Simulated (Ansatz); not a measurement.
## C in Ansatz: the effect of functional

C, a slab with vacuum:

```
C
1.0
     2.47000    0.00000    0.00000
    -1.23500    2.13908    0.00000
     0.00000    0.00000   25.21895
C
8
Direct
  0.00000 0.00000 0.29740
  0.66667 0.33333 0.29874
  0.00000 0.00000 0.43202
  0.33333 0.66667 0.43336
  0.00000 0.00000 0.56664
  0.66667 0.33333 0.56798
  0.00000 0.00000 0.70126
  0.33333 0.66667 0.70260
```

The cell isn't the ideal one: the (0 0 1) slab of C, cut from the database cell, not relaxed.

Alike in all runs:

| Property | Result |
| --- | --- |
| Program | Ansatz 0.2.0 |
| Task | projected density of states |
| Potentials or basis | Ansatz PAW |
| k mesh | 12 × 12 × 1 |
| Occupations | fermi-dirac, width 0.05 eV |
| Spin | no spin polarisation |

```tsv
functional	cutoff	largest force (eV/Å)	work function (eV)
LDA	420 eV (not typed: the program's choice for these potentials)	0.62	4.60
PBE	420 eV (not typed: the program's choice for these potentials)	0.63	4.30
PBEsol	420 eV (not typed: the program's choice for these potentials)	0.60	4.38
RPBE	420 eV (not typed: the program's choice for these potentials)	0.65	4.18
revPBE	420 eV (not typed: the program's choice for these potentials)	0.64	4.19
BLYP	420 eV (not typed: the program's choice for these potentials)	?	?
r2SCAN	500 eV (not typed: the program's choice for these potentials)	0.62	4.35
```

Q: What does the run with functional BLYP give?

A: Largest force 0.67 eV/Å; work function 3.98 eV.

Caveats: the PAW data sets come from PBE, with cores solved anew for the run's functional, which leaves a small shift of forces and pressure (some runs).
